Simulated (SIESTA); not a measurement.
Crystal: Pd.

```
Pd
1.0
     0.00000    1.94650    1.94650
     1.94650    0.00000    1.94650
     1.94650    1.94650    0.00000
Pd
1
Direct
  0.00000 0.00000 0.00000
```

Base run:

- Program: SIESTA 5.4.2
- Functional: WC
- Potentials or basis: PseudoDojo 0.4 standard (PBEsol files)
- Basis: DZP (energy shift 0.003 Ry; two zetas on semicore shells)
- Grid cutoff: 800 Ry
- Energy shift: 0.003 Ry
- k mesh: 12 × 12 × 12
- Occupations: fermi-dirac, width 0.05 eV
- Spin: no spin polarisation

Its results: band gap on the k mesh none (metal or under the smearing width); pressure -0.8 GPa.

After a change of settings the same cell gave: band gap on the k mesh none (metal or under the smearing width); pressure -2.4 GPa. Which change was it?
A. functional from WC to RPBE; potentials or basis from PseudoDojo 0.4 standard (PBEsol files) to PseudoDojo 0.4 standard (PBE files)
B. functional from WC to AM05
C. functional from WC to LDA; potentials or basis from PseudoDojo 0.4 standard (PBEsol files) to PseudoDojo 0.4 standard (LDA files)
D. functional from WC to PBEsol

D.

Caveats: the basis of atomic orbitals isn't converged, which shifts pressures, moduli and gaps; the potentials were made for another functional, which shifts forces and pressure (some runs).

Runs at the PBE level aren't shown here.
